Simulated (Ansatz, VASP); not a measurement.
**CdS (Greenockite) in VASP and in Ansatz**

Contents of INCAR:

```
SYSTEM = CdS
PREC     = Accurate       ! precision mode
ENCUT    = 520            ! plane-wave cutoff, eV
EDIFF    = 1E-6           ! SCF threshold, eV
ISMEAR   = -1             ! smearing method
SIGMA    = 0.1            ! smearing width, eV
LREAL    = .FALSE.        ! projectors in reciprocal space
LASPH    = .TRUE.         ! aspherical terms in the spheres
NELM     = 150            ! most SCF steps
ALGO     = Normal         ! electronic algorithm
ISIF     = 2              ! what is computed and relaxed
LWAVE    = .FALSE.        ! write WAVECAR
LCHARG   = .FALSE.        ! write CHGCAR
ISPIN    = 2              ! spin polarisation
MAGMOM   = -0.3 -0.28 0 0 ! initial moments
LORBIT   = 11             ! projections on sites
GGA      = RP             ! functional
NBANDS   = 30             ! bands
```

The input KPOINTS:

```
Automatic mesh
0
G
  7 7 4
  0 0 0
```

POSCAR

```
CdS
1.0
    4.0362436288      0.0000000000      0.0000000000
   -2.0181218144      3.4954895184      0.0000000000
    0.0000000000      0.0000000000      6.5523309222
Cd S
2 2
Direct
    0.6666666667      0.3333333333      0.5000000000
    0.3333333333      0.6666666667      0.0000000000
    0.6666666667      0.3333333333      0.8750000000
    0.3333333333      0.6666666667      0.3750000000
```

The input input.yaml:

```yaml
crystal:
  lattice:
    - [4.0362436288, 0.0, 0.0]
    - [-2.0181218144, 3.4954895184, 0.0]
    - [0.0, 0.0, 6.5523309222]
  atoms:
    - { symbol: Cd, position: [0.6666666667, 0.3333333333, 0.5], spin: -0.3 }
    - { symbol: Cd, position: [0.3333333333, 0.6666666667, 0.0], spin: -0.28 }
    - { symbol: S, position: [0.6666666667, 0.3333333333, 0.875] }
    - { symbol: S, position: [0.3333333333, 0.6666666667, 0.375] }
kpoints:
  mp_grid: { grid: [7, 7, 4] }
scf:
  occupations: { method: fermi_dirac, width: 0.1 }
hamiltonian:
  xc: rpbe
  pseudopotentials: { kind: all_electron, lapw: { basis_error: 0.001 } }
magnetization:
  spin_polarized: true
output:
  forces: true
  stress: true
  eigenvalues: true
  dos: { projected: false, de: 0.1, e_range: [-20, 10] }
```

Change from the starting cell: volume scaled by 0.92.

Alike in both runs: functional RPBE; k mesh 7 × 7 × 4; occupations fermi-dirac, width 0.1 eV; collinear spin.

|  | VASP | Ansatz |
| --- | --- | --- |
| version | VASP 6.6.1 | Ansatz 0.2.0 |
| potentials or method | VASP PAW PBE potentials, release 64 (Cd, S) | all-electron LAPW, scalar-relativistic |
| plane-wave cutoff (eV) | 520 | see its input |
| task | single point | density of states |

Ansatz gave:

```
gap on the k mesh at the Fermi level (eV)       : 1.57
least direct gap on the mesh (eV)               : 1.57
pressure (GPa)                                  : 10.8
largest component of the traceless stress (GPa) : 0.64
rms of the force components (eV/Å)              : 0.051
net moment per atom (μB)                        : 0.00
```

**Question.** Which values does VASP return?

**Answer.** gap on the k mesh at the Fermi level (eV): 1.58; least direct gap on the mesh (eV): 1.58; pressure (GPa): 11.3; largest component of the traceless stress (GPa): 0.66; rms of the force components (eV/Å): 0.052; net moment per atom (μB): 0.00.

Atom by atom the forces differ by 0.001 eV/Å (rms over components). Ansatz ran all-electron here, so the differences hold the error of VASP's frozen core and of both bases.

Caveats: the PAW data sets were made with another functional, which shifts forces and pressure a little (VASP); the density of states is complete only up to the lowest level of the last band computed (Ansatz); the starting moments weren't kept (Ansatz).
